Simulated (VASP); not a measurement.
# MnSb: single point with PBE

MnSb:

```
CELL_PARAMETERS angstrom
1.70791 0.98606 4.15575
-1.70791 0.98606 4.15575
0.00000 -1.97212 4.15575
ATOMIC_POSITIONS crystal
Mn 0.50000 0.50000 0.50000
Sb 0.00000 0.00000 0.00000
```

The cell was built by a generator and needn't be a form met in nature.

| Property | Result |
| --- | --- |
| Program | VASP 6.6.1 |
| Task | single point |
| Functional | PBE |
| Potentials or basis | VASP PAW PBE potentials, release 64 (Mn_pv, Sb) |
| Cutoff | 520 eV |
| k mesh | 9 × 9 × 9 |
| Occupations | fermi-dirac, width 0.05 eV |
| Spin | collinear spin, ferromagnetic start |
| Starting moments | [4.0, 0.0] μB |

```yaml
Pressure: -1.9 GPa
Band_gap_on_the_k_mesh: none (metal or under the smearing width)
Net_moment: 3.67 μB per cell
Site_moments: Mn +3.61; Sb -0.09 μB
Valence_electrons_inside_the_program's_atomic_spheres: Mn 11.46; Sb 2.43
```

Stress tensor (GPa, compression positive):
```
 0.76  0.00  0.00
 0.00  0.76  0.00
 0.00  0.00 -7.11
```

Levels at points of the mesh, in eV from the Fermi level:
Spin up:
```csv
k point,band 8,band 9,band 10,band 11,band 12,band 13,band 14,band 15
"(0.00, 0.00, 0.00)",-2.70,-2.38,-2.38,1.27,3.80,3.80,9.49,9.62
```
Spin down:
```
           k point  band 3  band 4  band 5  band 6  band 7  band 8  band 9  band 10  band 11  band 12
(0.00, 0.00, 0.00)  -46.18  -12.18   -2.70   -1.36    0.50    0.50    0.80     0.80     3.23     3.72
```

Wall time 2.3 min on 1 thread of AMD EPYC 9R45 96-Core Processor (Zen 5) (shared host), peak memory 0.28 GiB.

Caveat: a cell with one magnetic atom can't hold antiferromagnetic order, which such compounds often take. Spin-orbit coupling is left out, which matters for the levels of Sb.
